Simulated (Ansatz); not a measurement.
**Rh (Fm-3m), two-dimensional strain map**

The calculation used DFT PBE, scalar-relativistic, plane waves, PAW in Ansatz 0.2.0. The runs took a 420 eV cutoff, a Γ-centred 26×26×26 mesh and Gaussian smearing (0.15 eV). No spin polarisation. Energies are free energies at this smearing, counted from the undisturbed cell; pressure is positive in compression.

Zero of the scan (relaxed at this level; with this scan's settings it stands at 0.1 GPa):

```
Rh
1.0
     0.00000    1.91497    1.91497
     1.91497    0.00000    1.91497
     1.91497    1.91497    0.00000
Rh
1
Direct
  0.00000 0.00000 0.00000
```

The cell is strained by p along both x and y and by q along z, fractional coordinates fixed. Points are written (p, q).

Energy above the undisturbed cell in meV/atom (a dash: not computed):

```csv
p \ q,-0.050,-0.025,0.000,0.025,0.050
-0.050,?,218.0,155.2,121.7,112.7
-0.025,?,71.1,35.8,26.2,38.3
0.000,?,12.1,0.0,10.4,39.9
0.025,36.7,21.6,?,56.5,100.1
0.050,79.0,84.0,108.5,149.7,205.0
```

**Question.** Fill in the withheld energies.

**Answer.** (-0.050, -0.050): 315.2; (-0.025, -0.050): 136.7; (0.000, -0.050): 50.5; (0.025, 0.000): 29.3.